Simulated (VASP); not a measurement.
# Ir (Fm-3m) in VASP: settings compared, part 2 of 3

VASP 6.6.1. Earlier steps stand in the parts before.

**3. Relaxation of cell and atoms, AM05**

This run uses another cell than the first one, of 14.06 Å³/atom, 0.983 times its volume.

INCAR reads:

```
SYSTEM = Ir
  PREC = Accurate
  ENCUT = 600
  EDIFF = 1E-6
  ISMEAR = 1
  SIGMA = 0.1
  LREAL = .False.
  LASPH = .True.
  NELM = 80
  ALGO = Normal
  ISIF = 3
  LWAVE = .False.
  LCHARG = .False.
  GGA = AM
  IBRION = 2
  NSW = 90
  EDIFFG = -0.01
```

KPOINTS reads:

```
Automatic mesh
0
Gamma
  16 16 16
  0 0 0
```

POSCAR reads:

```
Ir
1.0
    0.0000000000      1.9156000000      1.9156000000
    1.9156000000      0.0000000000      1.9156000000
    1.9156000000      1.9156000000      0.0000000000
Ir
1
Direct
    0.0000000000      0.0000000000      0.0000000000
```

Potentials or basis: VASP PAW PBE potentials, release 64 (Ir).

Launch:

```console
cat potpaw_PBE.64/Ir/POTCAR > POTCAR
mpirun -np 1 vasp_std > vasp.out
```

OUTCAR:

```text
SYSTEM = Ir
   PREC = Accurate
   ENCUT = 600
   EDIFF = 1E-6
   ISMEAR = 1
   LREAL = .False.
   LASPH = .True.
   NELM = 80
   ISIF = 3
   GGA = AM
   IBRION = 2
   NSW = 90
   EDIFFG = -0.01

 ion  position               nearest neighbor table
   1  0.000  0.000  0.000-

  LATTYP: Found a face centered cubic cell.
 ALAT       =     3.8312000000

  Lattice vectors:

 A1 = (   0.0000000000,   1.9156000000,   1.9156000000)
 A2 = (   1.9156000000,   0.0000000000,   1.9156000000)
 A3 = (   1.9156000000,   1.9156000000,   0.0000000000)

Analysis of symmetry for initial positions (statically):
=====================================================================
 Subroutine PRICEL returns:
 Original cell was already a primitive cell.

 Routine SETGRP: Setting up the symmetry group for a
 face centered cubic supercell.

 Subroutine GETGRP returns: Found 48 space group operations
 (whereof 48 operations were pure point group operations)
 out of a pool of 48 trial point group operations.

The static configuration has the point symmetry O_h .

Analysis of symmetry for dynamics (positions and initial velocities):
=====================================================================
 Subroutine PRICEL returns:
 Original cell was already a primitive cell.

 Routine SETGRP: Setting up the symmetry group for a
 face centered cubic supercell.

 Subroutine GETGRP returns: Found 48 space group operations
 (whereof 48 operations were pure point group operations)
 out of a pool of 48 trial point group operations.

The dynamic configuration has the point symmetry O_h .

 Subroutine INISYM returns: Found 48 space group operations
 (whereof 48 operations are pure point group operations),
 and found     1 'primitive' translations

----------------------------------------------------------------------------------------

                                     Primitive cell

  volume of cell :      14.0587

  direct lattice vectors                    reciprocal lattice vectors
     0.000000000  1.915600000  1.915600000    -0.261014826  0.261014826  0.261014826
     1.915600000  0.000000000  1.915600000     0.261014826 -0.261014826  0.261014826
     1.915600000  1.915600000  0.000000000     0.261014826  0.261014826 -0.261014826

  length of vectors
     2.709067500  2.709067500  2.709067500     0.452090940  0.452090940  0.452090940

  position of ions in fractional coordinates (direct lattice)
     0.000000000  0.000000000  0.000000000

  ion indices of the primitive-cell ions
   primitive index   ion index
                 1           1

----------------------------------------------------------------------------------------

 KPOINTS: Automatic mesh

Automatic generation of k-mesh.
 Grid dimensions read from file:
 generate k-points for:   16   16   16

 Generating k-lattice:

  Cartesian coordinates                     Fractional coordinates (reciprocal lattice)
    -0.016313427  0.016313427  0.016313427     0.062500000  0.000000000  0.000000000
     0.016313427 -0.016313427  0.016313427     0.000000000  0.062500000  0.000000000
     0.016313427  0.016313427 -0.016313427     0.000000000  0.000000000  0.062500000

[... 45 lines left out ...]
   NGXF,Y,Z  is equivalent  to a cutoff of  29.46, 29.46, 29.46 a.u.
 SYSTEM =  Ir
   PREC   = accura    normal or accurate (medium, high low for compatibility)
   ISTART =      0    job   : 0-new  1-cont  2-samecut
   ICHARG =      2    charge: 1-file 2-atom 10-const
   ISPIN  =      1    spin polarized calculation?
   LNONCOLLINEAR =      F non collinear calculations
   LSORBIT =      F    spin-orbit coupling
   LASPH  =      T    aspherical Exc in radial PAW
   ENCUT  =  600.0 eV  44.10 Ry    6.64 a.u.   5.41  5.41  5.41*2*pi/ulx,y,z
   NELM   =     80;   NELMIN=  2; NELMDL= -5     # of ELM steps
   EDIFF  = 0.1E-05   stopping-criterion for ELM
   LREAL  =      F    real-space projection
   EDIFFG = -.1E-01   stopping-criterion for IOM
   NSW    =     90    number of steps for IOM
   IBRION =      2    ionic relax: 0-MD 1-quasi-New 2-CG
   NFREE  =      1    steps in history (QN), initial steepest desc. (CG)
   ISIF   =      3    stress and relaxation
   ISYM   =      2    0-nonsym 1-usesym 2-fastsym
   POTIM  = 0.5000    time-step for ionic-motion
   TEBEG  =    0.0;   TEEND  =   0.0 temperature during run
   PSTRESS=    0.0 pullay stress
   NELECT =       9.0000    total number of electrons
   NUPDOWN=      -1.0000    fix difference up-down
   EMIN   =  10.00;   EMAX   =-10.00  energy-range for DOS
   EFERMI =   0.00;   METHOD = LEGACY
   ISMEAR =     1;   SIGMA  =   0.10  broadening in eV -4-tet -1-fermi 0-gaus
   EFERMI_NEDOS =   21; number of points for ismear=-14 and -15
   IALGO  =     38    algorithm
   IMIX   =      4    mixing-type and parameters
     AMIX     =   0.40;   BMIX     =  1.00
     AMIX_MAG =   1.60;   BMIX_MAG =  1.00
  volume/ion in A,a.u.               =      14.06        94.87
  Fermi-wavevector in a.u.,A,eV,Ry     =   1.410937  2.666284 27.085691  1.990742
  Thomas-Fermi vector in A             =   2.532839
   LORBIT       =      0    0 simple, 1 ext, 2 COOP (PROOUT), +10 PAW based schemes
   GGA     = AM    functional components
   LHFCALC =     F    Hartree Fock is set to
   AEXX    =    0.0000 exact exchange contribution
   IVDW    =     0    specifies the selected vdW correction
   LEPSILON=     F    determine dielectric tensor
   LRPA    =     F    only Hartree local field effects (RPA)
 conjugate gradient relaxation of ions
 non-spin polarized calculation
 Methfessel and Paxton  Order N= 1 SIGMA  =   0.10
  energy-cutoff  :      600.00
  volume of cell :       14.06
 maximum number of plane-waves:       493
 NGX is ok and might be reduce to    24
   NGX = 11   NGY = 11   NGZ = 11

--------------------------------------- Ionic step        1  -------------------------------------------

 number of electron       9.0000000 magnetization

 Free energy of the ion-electron system (eV)
  ---------------------------------------------------
  ext. energy  EPLUGINS =         0.00000000
  ---------------------------------------------------
  free energy    TOTEN  =        -9.53932709 eV

  energy without entropy =       -9.53904284  energy(sigma->0) =       -9.53923234

------------------------ aborting loop because EDIFF is reached ----------------------------------------

  FORCE on cell =-STRESS in cart. coord.  units (eV):
  Direction    XX          YY          ZZ          XY          YZ          ZX
  --------------------------------------------------------------------------------------
  -------------------------------------------------------------------------------------
  Total       -0.1792144     -0.1792144     -0.1792144     -0.0000000      0.0000000      0.0000000
  in kB      -20.4239142    -20.4239142    -20.4239142     -0.0000000      0.0000000      0.0000000
  external PRESSURE =     -20.4239142 kB  Pullay stress =       0.0000000 kB
[... 57 lines left out ...]
--------------------------------------- Ionic step        3  -------------------------------------------

 number of electron       9.0000000 magnetization

 Free energy of the ion-electron system (eV)
  ---------------------------------------------------
  ext. energy  EPLUGINS =         0.00000000
  ---------------------------------------------------
  free energy    TOTEN  =        -9.53980259 eV

  energy without entropy =       -9.53951000  energy(sigma->0) =       -9.53970506

 E-fermi :  10.4159     XC(G=0): -14.1834

 val. band max:       10.4105596366   @ k =   0.3750   0.0625   0.0000
 cond. band min:      10.4189250075   @ k =  -0.3750   0.1875   0.0000
 fundamental gap:      0.0083653709
 Fermi energy:        10.4159417331

 k-point     1 :       0.0000    0.0000    0.0000
  band No.  band energies     occupation
      1      -0.9053      2.00000
      2       6.4545      2.00000
      3       6.4545      2.00000
      4       6.4545      2.00000
      5       9.2206      2.00000
      6       9.2206      2.00000
      7      24.6742      0.00000
      8      30.3508      0.00000
[... 243 lines left out ...]
 k-point    24 :      -0.0625    0.0625    0.0000
  band No.  band energies     occupation
      1      -0.4428      2.00000
      2       6.1866      2.00000
      3       6.6382      2.00000
      4       6.6917      2.00000
      5       8.9557      2.00000
      6       9.2460      2.00000
      7      25.4660      0.00000
      8      28.5800      0.00000

 [... further k-points ...]

------------------------ aborting loop because EDIFF is reached ----------------------------------------

  FORCE on cell =-STRESS in cart. coord.  units (eV):
  Direction    XX          YY          ZZ          XY          YZ          ZX
  --------------------------------------------------------------------------------------
  -------------------------------------------------------------------------------------
  Total       -0.0012330     -0.0012330     -0.0012330      0.0000000      0.0000000      0.0000000
  in kB       -0.1412478     -0.1412478     -0.1412478      0.0000000      0.0000000      0.0000000
  external PRESSURE =      -0.1412478 kB  Pullay stress =       0.0000000 kB
[... 16 lines left out ...]
  FREE ENERGIE OF THE ION-ELECTRON SYSTEM (eV)
  ---------------------------------------------------
  free  energy   TOTEN  =        -9.5398025879 eV

  energy  without entropy=       -9.5395099976  energy(sigma->0) =       -9.53970506

 reached required accuracy - stopping structural energy minimisation
```

OSZICAR:

```text
N       E                     dE             d eps       ncg     rms          rms(c)
DAV:   1     0.480769525643E+02    0.48077E+02   -0.49548E+03  2328   0.116E+03
DAV:   2    -0.944620344912E+01   -0.57523E+02   -0.56101E+02  2344   0.218E+02
DAV:   3    -0.101397580727E+02   -0.69355E+00   -0.69256E+00  3440   0.325E+01
[... 21 lines left out ...]
DAV:   2    -0.954197536979E+01    0.18570E-01   -0.47307E-02  2592   0.303E+00    0.547E-01
DAV:   3    -0.953980004947E+01    0.21753E-02   -0.97588E-03  2800   0.126E+00    0.162E-01
DAV:   4    -0.953979727648E+01    0.27730E-05   -0.17787E-04  3104   0.152E-01    0.225E-02
DAV:   5    -0.953980203094E+01   -0.47545E-05   -0.63442E-06  3328   0.165E-02    0.447E-03
DAV:   6    -0.953980258788E+01   -0.55694E-06   -0.18485E-07  1344   0.366E-03
   3 F= -.95398026E+01 E0= -.95397051E+01  d E =-.475494E-03
```

CONTCAR:

```text
Ir
   1.00000000000000
    -0.0000000000000000    1.9122682778999349    1.9122682778999349
     1.9122682778999349    0.0000000000000000    1.9122682778999349
     1.9122682778999349    1.9122682778999349    0.0000000000000000
  Ir
     1
Direct
     0.0000000000000000    0.0000000000000000    0.0000000000000000

  0.00000000E+00  0.00000000E+00  0.00000000E+00
```

It took 23 s on 1 thread of Intel Xeon Platinum 8488C (Sapphire Rapids), shared host; peak memory 0.16 GiB.

What came out:

```
Free energy                            : -9.5398 eV
Relaxed volume                         : 13.99 Å³/atom
Relaxed cell                           : a = 2.704 Å, b = 2.704 Å, c = 2.704 Å, α = 60.00°, β = 60.00°, γ = 60.00°
Space group after relaxing (to 0.05 Å) : Fm-3m (No. 225)
Energy gained by relaxing              : 0.5 meV/atom
Ionic steps                            : 3
Pressure after relaxing                : 0.0 GPa
Band gap on the k mesh                 : none (metal or under the smearing width)
```

Step by step:
```tsv
step	energy change (eV)	largest force (eV/Å)	pressure (GPa)	volume (Å³)
1	0.0000	0.0000	-2.04	14.06
2	0.0071	0.0000	8.64	13.70
3	-0.0005	0.0000	-0.01	13.99
```

Final structure:
```
Ir
1.0
     0.00000    1.91227    1.91227
     1.91227    0.00000    1.91227
     1.91227    1.91227    0.00000
Ir
1
Direct
  0.00000 0.00000 0.00000
```

Levels at points of the mesh, in eV from the Fermi level:
```csv
k point,band 1,band 2,band 3,band 4,band 5,band 6,band 7,band 8
"(0.00, 0.00, 0.00)",-11.32,-3.96,-3.96,-3.96,-1.20,-1.20,14.26,19.93
"(0.50, 0.00, 0.00)",-8.26,-4.06,-4.06,-0.88,0.93,0.93,7.36,13.78
"(0.50, 0.50, 0.00)",-8.08,-7.49,0.91,1.51,1.51,1.63,10.64,11.72
```

Caveat: the PAW data sets were made with another functional, which shifts forces and pressure a little. The run has no spin-orbit coupling, so splittings on Ir are missing.

[end of part 2 of 3]
